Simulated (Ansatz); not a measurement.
# MoSe2: the cost of one run

Computed with Ansatz 0.2.0 (DFT LDA, scalar-relativistic, plane waves, PAW, unless a step's input says otherwise).

The COD entry's cell or inner coordinates are ideal or old and differ from later refinements, so a difference from it is no clean test against experiment.

## 1. The system as given

The structure is hexagonal, space group P6_3/mmc (No. 194). Conventional cell: a = 3.288 Å, b = 3.288 Å, c = 12.900 Å, α = 90.00°, β = 90.00°, γ = 120.00°. Mo (site symmetry -6m2) has 6 Se at 2.49 Å as nearest neighbours. Se (site symmetry 3m) has 3 Mo at 2.49 Å as nearest neighbours.

As a file:

```xyz
6
Lattice="3.2880 0.0000 0.0000 -1.6440 2.8475 0.0000 0.0000 0.0000 12.9000" Properties=species:S:1:pos:R:3 pbc="T T T"
Mo    0.0000    1.8983    3.2250
Mo    1.6440    0.9492    9.6750
Se    0.0000    1.8983    8.0625
Se    1.6440    0.9492    1.6125
Se    0.0000    1.8983   11.2875
Se    1.6440    0.9492    4.8375
```

The structure rests on an entry of the Crystallography Open Database; cell or positions may have been set otherwise for this series.

## 2. Relaxing cell and atoms: MoSe2, no spin

Input file input.yaml:

```yaml
crystal:
  lattice:
    - [3.288, 0.0, 0.0]
    - [-1.644, 2.8474915276, 0.0]
    - [0.0, 0.0, 12.9]
  atoms:
    - { symbol: Mo, position: [0.3333333333, 0.6666666667, 0.25] }
    - { symbol: Mo, position: [0.6666666667, 0.3333333333, 0.75] }
    - { symbol: Se, position: [0.3333333333, 0.6666666667, 0.625] }
    - { symbol: Se, position: [0.6666666667, 0.3333333333, 0.125] }
    - { symbol: Se, position: [0.3333333333, 0.6666666667, 0.875] }
    - { symbol: Se, position: [0.6666666667, 0.3333333333, 0.375] }
scf:
  occupations: { method: fixed }
output:
  forces: true
  stress: true
  eigenvalues: true
  write_density: true
  write_potential: true
  elf: true
  volumetric_format: npy
kpoints:
  mp_grid: { grid: [12, 12, 4] }
hamiltonian:
  xc: lda
relax:
  f_tol: 0.001
  max_steps: 90
  cell: { stress_tol: 0.01 }
```

Run with:

```
ansatz run input.yaml --threads 8 --pin off --max-ram 12288MiB --backend cpu --events-out ev --progress --plain --runs-dir out
```

**Question.** How long does this run take on 8 threads of Intel Xeon 6975P-C (Granite Rapids), shared host, and how much memory does it need?

About 14 s, with a peak of 0.83 GiB.
